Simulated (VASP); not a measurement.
# ZnS (Wurtzite-2H) (P6_3mc) in VASP: notebook, part 2 of 2

VASP 6.6.1. The steps go on from the part before.

## 4. Relaxation of cell and atoms, MS2

INCAR reads:

```
ALGO = Normal
EDIFF = 1E-6
EDIFFG = -0.01
ENCUT = 600
IBRION = 2
ISIF = 3
ISMEAR = -1
LASPH = True
LCHARG = False
LMIXTAU = True
LREAL = False
LWAVE = False
METAGGA = MS2
NELM = 100
NSW = 60
PREC = Accurate
SIGMA = 0.05
```

KPOINTS reads:

```
k-points
0
Gamma
  8 8 5
```

POSCAR reads:

```
ZnS
1.0
    3.8110000000      0.0000000000      0.0000000000
   -1.9055000000      3.3004228138      0.0000000000
    0.0000000000      0.0000000000      6.2340000000
Zn S
2 2
Direct
    0.6666666667      0.3333333333      0.5000000000
    0.3333333333      0.6666666667      0.0000000000
    0.6666666667      0.3333333333      0.8850000000
    0.3333333333      0.6666666667      0.3850000000
```

Potentials or basis: VASP PAW PBE potentials, release 64 (Zn, S).

Launch:

```console
> cat potpaw_PBE.64/Zn/POTCAR potpaw_PBE.64/S/POTCAR > POTCAR
> mpirun -np 1 vasp_std > vasp.out
```

OUTCAR:

```text
EDIFF = 1E-6
   EDIFFG = -0.01
   ENCUT = 600
   IBRION = 2
   ISIF = 3
   ISMEAR = -1
   LASPH = True
   LREAL = False
   METAGGA = MS2
   NELM = 100
   NSW = 60
   PREC = Accurate

 ion  position               nearest neighbor table
   1  0.667  0.333  0.500-   4 2.31   4 2.31   4 2.31   3 2.40
   2  0.333  0.667  0.000-   3 2.31   3 2.31   3 2.31   4 2.40
   3  0.667  0.333  0.885-   2 2.31   2 2.31   2 2.31   1 2.40
   4  0.333  0.667  0.385-   1 2.31   1 2.31   1 2.31   2 2.40

  LATTYP: Found a hexagonal cell.
 ALAT       =     3.8110000000
 C/A-ratio  =     1.6357911309

  Lattice vectors:

 A1 = (   3.8110000000,   0.0000000000,   0.0000000000)
 A2 = (  -1.9055000000,   3.3004228138,   0.0000000000)
 A3 = (   0.0000000000,   0.0000000000,   6.2340000000)

Analysis of symmetry for initial positions (statically):
=====================================================================
 Subroutine PRICEL returns:
 Original cell was already a primitive cell.

 Routine SETGRP: Setting up the symmetry group for a
 hexagonal supercell.

 Subroutine GETGRP returns: Found 12 space group operations
 (whereof  6 operations were pure point group operations)
 out of a pool of 24 trial point group operations.

The static configuration has the point symmetry C_3v.
 The point group associated with its full space group is C_6v.

Analysis of symmetry for dynamics (positions and initial velocities):
=====================================================================
 Subroutine PRICEL returns:
 Original cell was already a primitive cell.

 Routine SETGRP: Setting up the symmetry group for a
 hexagonal supercell.

 Subroutine GETGRP returns: Found 12 space group operations
 (whereof  6 operations were pure point group operations)
 out of a pool of 24 trial point group operations.

The dynamic configuration has the point symmetry C_3v.
[... 146 lines left out ...]
 Free energy of the ion-electron system (eV)
  ---------------------------------------------------
  ext. energy  EPLUGINS =         0.00000000
  ---------------------------------------------------
  free energy    TOTEN  =       -26.03056344 eV

  energy without entropy =      -26.03056344  energy(sigma->0) =      -26.03056344

------------------------ aborting loop because EDIFF is reached ----------------------------------------

  FORCE on cell =-STRESS in cart. coord.  units (eV):
  Direction    XX          YY          ZZ          XY          YZ          ZX
  --------------------------------------------------------------------------------------
  -------------------------------------------------------------------------------------
  Total        0.3481698      0.3481698     -0.5893635      0.0000000      0.0000000      0.0000000
  in kB        7.1142054      7.1142054    -12.0425501      0.0000000      0.0000000      0.0000000
  external PRESSURE =       0.7286202 kB  Pullay stress =       0.0000000 kB
[... 95 lines left out ...]
  FREE ENERGIE OF THE ION-ELECTRON SYSTEM (eV)
  ---------------------------------------------------
  free  energy   TOTEN  =       -26.0475652916 eV

  energy  without entropy=      -26.0475652915  energy(sigma->0) =      -26.04756529

[... ionic steps 4 to 9 ...]

--------------------------------------- Ionic step       10  -------------------------------------------

 number of electron      36.0000004 magnetization

------------------------ aborting loop because EDIFF is reached ----------------------------------------
[... 71 lines left out ...]
--------------------------------------- Ionic step       12  -------------------------------------------

 number of electron      36.0000004 magnetization

 Free energy of the ion-electron system (eV)
  ---------------------------------------------------
  ext. energy  EPLUGINS =         0.00000000
  ---------------------------------------------------
  free energy    TOTEN  =       -26.05592109 eV

  energy without entropy =      -26.05592109  energy(sigma->0) =      -26.05592109

 E-fermi :   2.9609     XC(G=0): -10.1842

 val. band max:        1.9541808925   @ k =   0.0000   0.0000   0.0000
 cond. band min:       4.5512230344   @ k =   0.0000   0.0000   0.0000
 fundamental gap:      2.5970421419
 Fermi energy:         2.9608892737

 k-point     1 :       0.0000    0.0000    0.0000
  band No.  band energies     occupation
      1     -11.8745      2.00000
      2     -10.9558      2.00000
      3      -4.3236      2.00000
      4      -4.3124      2.00000
      5      -4.3123      2.00000
      6      -4.2232      2.00000
[... 589 lines left out ...]
     21       7.6068      0.00000
     22       8.0843      0.00000

 [... further k-points ...]

------------------------ aborting loop because EDIFF is reached ----------------------------------------

  FORCE on cell =-STRESS in cart. coord.  units (eV):
  Direction    XX          YY          ZZ          XY          YZ          ZX
  --------------------------------------------------------------------------------------
  -------------------------------------------------------------------------------------
  Total       -0.0000054     -0.0000054      0.0016899      0.0000000      0.0000000      0.0000000
  in kB       -0.0001096     -0.0001096      0.0345977      0.0000000      0.0000000      0.0000000
  external PRESSURE =       0.0114595 kB  Pullay stress =       0.0000000 kB
[... 19 lines left out ...]
  FREE ENERGIE OF THE ION-ELECTRON SYSTEM (eV)
  ---------------------------------------------------
  free  energy   TOTEN  =       -26.0559210902 eV

  energy  without entropy=      -26.0559210901  energy(sigma->0) =      -26.05592109

 reached required accuracy - stopping structural energy minimisation
```

Wall time 20 min (1 thread of Intel Xeon Platinum 8559C (Emerald Rapids), shared host); peak memory 0.25 GiB.

What came out:

```yaml
Free_energy: -26.0559 eV
Relaxed_volume: 19.56 Å³/atom
Relaxed_cell: a = 3.803 Å, b = 3.803 Å, c = 6.248 Å, α = 90.00°, β = 90.00°, γ = 120.00°
Space_group_after_relaxing_to_0.05_Å: P6_3mc (No. 186)
Energy_gained_by_relaxing: 6.3 meV/atom
Ionic_steps: 12
Pressure_after_relaxing: 0.0 GPa
Band_gap_on_the_k_mesh: 2.60 eV, direct
```

Step by step:
| step | energy change (eV) | largest force (eV/Å) | pressure (GPa) | volume (Å³) |
| --- | --- | --- | --- | --- |
| 1 | 0.0000 | 0.3080 | 0.07 | 78.41 |
| 2 | -0.0165 | 0.1334 | -0.23 | 78.51 |
| 3 | -0.0170 | 0.0942 | -0.26 | 78.52 |
| 4 | -0.0221 | 0.0578 | 0.12 | 78.18 |
| 5 | -0.0237 | 0.0225 | 0.30 | 78.00 |
| 6 | -0.0241 | 0.0553 | 0.66 | 77.66 |
| 7 | -0.0244 | 0.0192 | 0.45 | 77.83 |
| 8 | -0.0249 | 0.0175 | -0.17 | 78.39 |
| 9 | -0.0254 | 0.0130 | 0.15 | 78.13 |
| 10 | -0.0254 | 0.0128 | 0.04 | 78.22 |
| 11 | -0.0254 | 0.0129 | 0.03 | 78.23 |
| 12 | -0.0254 | 0.0006 | 0.00 | 78.26 |

Final structure:
```
CELL_PARAMETERS angstrom
3.80308 0.00000 0.00000
-1.90154 3.29357 0.00000
0.00000 0.00000 6.24774
ATOMIC_POSITIONS crystal
Zn 0.66667 0.33333 0.50539
Zn 0.33333 0.66667 0.00539
S 0.66667 0.33333 0.87961
S 0.33333 0.66667 0.37961
```

Levels at points of the mesh, in eV from the valence-band top:
```csv
k point,band 15,band 16,band 17,band 18,band 19,band 20,band 21,band 22
"(0.00, 0.00, 0.00)",-0.92,-0.09,0.00,0.00,2.60,3.50,6.69,6.69
"(0.50, 0.00, 0.00)",-3.32,-2.29,-1.71,-0.91,3.96,4.67,5.34,7.29
```

Caveat: the PAW data sets were made with another functional, which shifts forces and pressure a little.

## 5. Single point, PBE

INCAR reads:

```
  PREC = Accurate
  ENCUT = 520
  EDIFF = 1E-6
  ISMEAR = 0
  SIGMA = 0.027000000000000003
  LREAL = F
  LASPH = T
  NELM = 60
  ALGO = Fast
  ISIF = 2
  LWAVE = F
  LCHARG = T
  GGA = PE
  LELF = T
  LVHAR = T
```

KPOINTS reads:

```
Automatic mesh
0
Gamma
  8 8 5
```

POSCAR is that of step 4.

Potentials or basis: VASP PAW PBE potentials, release 64 (Zn, S).

Launch:

```console
> cat potpaw_PBE.64/Zn/POTCAR potpaw_PBE.64/S/POTCAR > POTCAR
> mpirun -np 1 vasp_std > vasp.out
```

OUTCAR:

```text
PREC = Accurate
   ENCUT = 520
   EDIFF = 1E-6
   ISMEAR = 0
   LREAL = F
   LASPH = T
   NELM = 60
   ISIF = 2
   GGA = PE

 ion  position               nearest neighbor table
   1  0.667  0.333  0.500-   4 2.31   4 2.31   4 2.31   3 2.40
   2  0.333  0.667  0.000-   3 2.31   3 2.31   3 2.31   4 2.40
   3  0.667  0.333  0.885-   2 2.31   2 2.31   2 2.31   1 2.40
   4  0.333  0.667  0.385-   1 2.31   1 2.31   1 2.31   2 2.40

  LATTYP: Found a hexagonal cell.
 ALAT       =     3.8110000000
[... 800 lines left out ...]

  FORCE on cell =-STRESS in cart. coord.  units (eV):
  Direction    XX          YY          ZZ          XY          YZ          ZX
  --------------------------------------------------------------------------------------
  -------------------------------------------------------------------------------------
  Total        1.4362070      1.4362070      0.4256653      0.0000000      0.0000000      0.0000000
  in kB       29.3462281     29.3462281      8.6976822      0.0000000      0.0000000      0.0000000
  external PRESSURE =      22.4633794 kB  Pullay stress =       0.0000000 kB

 VOLUME and BASIS-vectors are now :
 -----------------------------------------------------------------------------
  energy-cutoff  :      520.00
  volume of cell :       78.41
      direct lattice vectors                 reciprocal lattice vectors
     3.811000000  0.000000000  0.000000000     0.262398321  0.151495741  0.000000000
    -1.905500000  3.300422814  0.000000000     0.000000000  0.302991482  0.000000000
     0.000000000  0.000000000  6.234000000     0.000000000  0.000000000  0.160410651

 POSITION                                       TOTAL-FORCE (eV/Angst)
 -----------------------------------------------------------------------------------
      1.90550      1.10014      3.11700        -0.000000     -0.000000      0.322873
     -0.00000      2.20028      0.00000         0.000000      0.000000      0.322873
      1.90550      1.10014      5.51709        -0.000000     -0.000000     -0.322873
     -0.00000      2.20028      2.40009        -0.000000     -0.000000     -0.322873
 -----------------------------------------------------------------------------------
    total drift:                               -0.000000     -0.000000     -0.000371

  FREE ENERGIE OF THE ION-ELECTRON SYSTEM (eV)
  ---------------------------------------------------
  free  energy   TOTEN  =       -13.6538130551 eV

  energy  without entropy=      -13.6538130551  energy(sigma->0) =      -13.65381306
```

OSZICAR:

```text
N       E                     dE             d eps       ncg     rms          rms(c)
DAV:   1     0.243569009664E+03    0.24357E+03   -0.17648E+04  1320   0.199E+03
DAV:   2     0.867486570902E+01   -0.23489E+03   -0.22958E+03  1412   0.386E+02
DAV:   3    -0.139537652651E+02   -0.22629E+02   -0.22541E+02  1566   0.121E+02
DAV:   4    -0.145030386408E+02   -0.54927E+00   -0.54877E+00  1572   0.194E+01
DAV:   5    -0.145129286121E+02   -0.98900E-02   -0.98885E-02  1602   0.256E+00    0.993E+00
RMM:   6    -0.136863225393E+02    0.82661E+00   -0.24791E+00  1401   0.132E+01    0.789E+00
RMM:   7    -0.136464971624E+02    0.39825E-01   -0.10705E+00  1452   0.796E+00    0.313E+00
RMM:   8    -0.136608548405E+02   -0.14358E-01   -0.22686E-01  1556   0.371E+00    0.153E+00
RMM:   9    -0.136537717275E+02    0.70831E-02   -0.63055E-02  1418   0.264E+00    0.565E-01
RMM:  10    -0.136534082844E+02    0.36344E-03   -0.19435E-02  1547   0.141E+00    0.186E-01
RMM:  11    -0.136538048845E+02   -0.39660E-03   -0.53708E-03  1688   0.523E-01    0.194E-01
RMM:  12    -0.136537930717E+02    0.11813E-04   -0.89987E-04  1584   0.266E-01    0.654E-02
RMM:  13    -0.136538088049E+02   -0.15733E-04   -0.17371E-04  1659   0.884E-02    0.785E-02
RMM:  14    -0.136538122724E+02   -0.34674E-05   -0.27605E-05  1540   0.428E-02    0.657E-02
RMM:  15    -0.136538165144E+02   -0.42421E-05   -0.27907E-05  1503   0.571E-02    0.414E-02
RMM:  16    -0.136538124558E+02    0.40586E-05   -0.55035E-05  1537   0.766E-02    0.177E-01
RMM:  17    -0.136538136585E+02   -0.12027E-05   -0.54274E-06  1348   0.197E-02    0.125E-01
RMM:  18    -0.136538130551E+02    0.60345E-06   -0.52546E-06  1197   0.143E-02
   1 F= -.13653813E+02 E0= -.13653813E+02  d E =-.524048E-13
```

stdout:

```text
POSCAR found type information on POSCAR ZnS
 POSCAR found :  2 types and       4 ions
 scaLAPACK will be used
 LDA part: xc-table for (Slater+PW92), standard interpolation
 POSCAR, INCAR and KPOINTS ok, starting setup
 FFT: planning ... GRIDC
 FFT: planning ... GRID_SOFT
 FFT: planning ... GRID
 WAVECAR not read
 entering main loop
```

Run time: 56 s. Hardware: 1 thread of Intel Xeon Platinum 8375C at 2.90GHz (Ice Lake), shared host; peak memory 0.21 GiB.

What came out:

| Quantity | Value |
| --- | --- |
| Free energy | -13.6538 eV |
| Pressure | 2.2 GPa |
| Largest force | 0.323 eV/Å |
| Band gap on the k mesh | 2.25 eV, direct |

Forces on the atoms (eV/Å):
```
Zn   0.000  0.000  0.323
Zn   0.000  0.000  0.323
S    0.000  0.000 -0.323
S    0.000  0.000 -0.323
```

Levels at points of the mesh, in eV from the valence-band top:
| k point | band 15 | band 16 | band 17 | band 18 | band 19 | band 20 | band 21 | band 22 |
| --- | --- | --- | --- | --- | --- | --- | --- | --- |
| (0.00, 0.00, 0.00) | -0.86 | -0.01 | -0.01 | 0.00 | 2.25 | 3.00 | 6.30 | 6.31 |
| (0.50, 0.00, 0.00) | -3.16 | -2.25 | -1.56 | -0.98 | 3.62 | 4.27 | 5.18 | 7.15 |

## 6. Single point, HSE06

POSCAR is that of step 5.

INCAR.step1 reads:

```
SYSTEM = ZnS
PREC = Accurate
ENCUT = 250
EDIFF = 1E-5
ISMEAR = 0
SIGMA = 0.01
LREAL = .FALSE.
LASPH = .TRUE.
NELM = 100
ALGO = Normal
ISIF = 2
LWAVE = .TRUE.
LCHARG = .FALSE.
NBANDS = 26
NKRED = 1
GGA = PE
```

INCAR.step2 reads:

```
SYSTEM = ZnS
PREC = Accurate
ENCUT = 250
EDIFF = 1E-6
ISMEAR = 0
SIGMA = 0.01
LREAL = .FALSE.
LASPH = .TRUE.
NELM = 100
ALGO = Normal
ISIF = 2
LWAVE = .FALSE.
LCHARG = .FALSE.
GGA = PE
LHFCALC = .TRUE.
HFSCREEN = 0.2
PRECFOCK = Fast
NBANDS = 26
NKRED = 1
ISTART = 1
```

KPOINTS reads:

```
Automatic mesh
0
G
  4 4 2
  0 0 0
```

Potentials or basis: VASP PAW PBE potentials, release 64 (Zn, S).

Launch:

```console
> cat potpaw_PBE.64/Zn/POTCAR potpaw_PBE.64/S/POTCAR > POTCAR
> cp INCAR.step1 INCAR
> mpirun -np 1 vasp_std > vasp.out
> cp INCAR.step2 INCAR
> mpirun -np 1 vasp_std > vasp.out
```

It took 98 s on 1 thread of Intel Xeon 6975P-C (Granite Rapids), shared host; peak memory 0.23 GiB.

The run converged, but a check on its numbers failed (symmetry, net force, bounds or a known fault of this set-up), so they aren't taken as properties of the crystal.

Caveat: the k mesh is coarse (spacing up to 0.50 Å⁻¹), so the values aren't converged, least of all with exact exchange; the cutoff lies under the usual one of these potentials, so the numbers hold a large basis-set error; the PAW data sets were made with another functional, which shifts forces and pressure a little.

## 7. For comparison

An earlier run on the cell as given: functional PBEsol; potentials or basis VASP PAW PBE potentials, release 64 (Zn, S); cutoff 520 eV; k mesh 8 × 8 × 5; occupations fermi-dirac, width 0.05 eV; no spin polarisation.

* Pressure: -1.1 GPa
* Largest force: 0.309 eV/Å
* Band gap on the k mesh: 2.12 eV, direct

## 8. Overview

| task | level | cell | cutoff (eV) | smearing | ladder | gap on the mesh (eV) | pressure (GPa) | relaxed volume (Å³/atom) | largest force (eV/Å) |
| --- | --- | --- | --- | --- | --- | --- | --- | --- | --- |
| relaxation of cell and atoms | BLYP+D4 | relaxed | 600 | fermi-dirac 0.05 eV | - | 2.17 | 0.0 | 19.78 | - |
| relaxation of cell and atoms | revTPSS | relaxed | 600 | fermi-dirac 0.05 eV | - | 2.33 | 0.0 | 19.76 | - |
| relaxation of cell and atoms | MS2 | relaxed | 600 | fermi-dirac 0.05 eV | - | 2.60 | 0.0 | 19.56 | - |
| single point | PBE | as given | 520 | gaussian 0.027 eV | - | 2.25 | 2.2 | - | 0.32 |
| single point | PBEsol | as given | 520 | fermi-dirac 0.05 eV | free | 2.12 | -1.1 | - | 0.31 |

Alike in all rows: potentials or basis VASP PAW PBE potentials, release 64 (Zn, S); no spin polarisation; k mesh 8 × 8 × 5.

Caveats: the PAW data sets were made with another functional, which shifts forces and pressure a little (some runs).

Absolute energies hang on the potentials; compare differences alone.

## 9. How close it comes

Step 5. A measured gap of ZnS is 3.911 eV (direct; 4 K; a printed reference work, monograph); the calculated 2.25 eV misses it by -1.66 eV. The value is that of PBE, without temperature or zero-point motion. Semilocal functionals fall short of measured gaps as a rule.
